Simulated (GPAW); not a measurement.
Runs of GPAW 26.7.0 on Ti. It takes space group P6_3/mmc (No. 194, hexagonal). Conventional cell: a = 2.950 Å, b = 2.950 Å, c = 4.680 Å, α = 90.00°, β = 90.00°, γ = 120.00°. Ti (site symmetry -6m2) has 12 Ti at 2.89 to 2.95 Å as nearest neighbours. 

```tsv
task	level	potentials or basis	cell	k mesh	smearing	smearing order	k mesh for the DOS	dos width	optimizer	fmax	gap on the mesh (eV)	pressure (GPa)	relaxed volume (Å³/atom)
density of states	PBEsol+D3(BJ)	PAW data sets generated in the run's folder for this functional, pw	as given	10 × 10 × 6	methfessel-paxton 0.1 eV	1	15 × 15 × 9	0.2 eV	-	-	none	-11.6	-
single point	PBE	GPAW PAW data sets (gpaw-data 1.2.1), pw	as given	10 × 10 × 6	gaussian 0.013 eV	-	-	-	-	-	none	-2.0	-
relaxation of cell and atoms	r2SCAN+D3(BJ)	GPAW PAW data sets (gpaw-data 1.2.1), pw	relaxed	7 × 7 × 4	fermi-dirac 0.05 eV	-	-	-	FIRE	0.05 eV/Å	none	-0.1	16.90
band structure	revPBE	the program's PAW data sets (release 1.2.1) made for this functional, pw	as given	10 × 10 × 6	fermi-dirac 0.05 eV	-	-	-	-	-	-	(a)	-
relaxation of cell and atoms	RPBE+D4	the program's PAW data sets (release 1.2.1) made for this functional, pw	relaxed	10 × 10 × 6	fermi-dirac 0.05 eV	-	-	-	BFGS	0.02 eV/Å	none	0.0	17.30
relaxation of cell and atoms	AM05+D4	PAW data sets generated in the run's folder for this functional, pw	relaxed	7 × 7 × 4	fermi-dirac 0.05 eV	-	-	-	FIRE	0.02 eV/Å	none	-0.1	(b)
relaxation of cell and atoms	BLYP+D3(BJ)	PAW data sets generated in the run's folder for this functional, pw	relaxed	10 × 10 × 6	fermi-dirac 0.05 eV	-	-	-	LBFGS	0.02 eV/Å	none	-0.1	15.57
single point	PBE	GPAW PAW data sets (gpaw-data 1.2.1), pw	as given	10 × 10 × 6	gaussian 0.022 eV	-	-	-	-	-	none	-2.0	-
```

Alike in all rows: no spin polarisation; cutoff (eV) 600.

Task: Fill in the values left out.

Result: (a) 0.3; (b) 16.58.

Caveats: pairwise dispersion overbinds metals, which lowers pressure and volume (some runs); later steps reuse the first step's grids (some runs); this smearing can pin the Fermi level at a band edge (some runs); the PAW data sets were made with another functional, which shifts forces and pressure a little (some runs); the volume moved by -12 % from the deposited cell, more than functionals usually miss (some runs).

A k mesh can miss the band edges.

A gap of «none» marks a metal or a gap under the smearing width.

Not every run made on this cell is shown here.
